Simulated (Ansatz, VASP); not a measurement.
Al12HO in VASP and in Ansatz

```xyz
14
Lattice="5.7276 0.0000 0.0000 2.8638 4.9602 0.0000 0.0000 0.0000 17.6765" Properties=species:S:1:pos:R:3 pbc="T T T"
Al    1.4319    0.8267    1.0000
Al    4.2957    0.8267    1.0000
Al    2.8638    3.3068    1.0000
Al    5.7276    3.3068    1.0000
Al   -0.0155    1.6445    3.3369
Al    2.8871    1.6433    3.3345
Al    1.4348    4.1587    3.3345
Al    4.2951    4.1332    3.1457
Al    0.0330   -0.0085    5.8093
Al    2.8500   -0.0080    5.8107
Al    1.4397    2.4846    5.5420
Al    4.3048    2.5129    5.8093
O     4.3052    0.8322    6.5980
H     7.1736   -0.8185    4.8308
```

Alike in both runs: functional PBE; dispersion D3(BJ); k mesh 3 × 3 × 1; occupations gaussian, width 0.1 eV; no spin polarisation.

Ansatz relaxed the structure, and its values are those at the end. VASP's run is a single point on that final structure, the one shown.

```csv
,VASP,Ansatz
version,VASP 6.6.1,Ansatz 0.2.0
potentials or method,"VASP PAW PBE potentials, release 64 (Al, O, H)","scalar-relativistic, plane waves, PAW"
plane-wave cutoff (eV),520,420
valence electrons in the cell,43,43
```

```csv
,VASP,Ansatz,Ansatz less VASP
rms of the force components (eV/Å),0.114,0.113,-0.0004
dispersion energy (meV/atom),-210.2,-210.3,-0.03
```

Caveats: the k mesh is coarse (spacing up to 0.42 Å⁻¹), so the values aren't converged; an odd number of electrons without spin polarisation forces a metal; a magnetic or distorted state may lie lower.
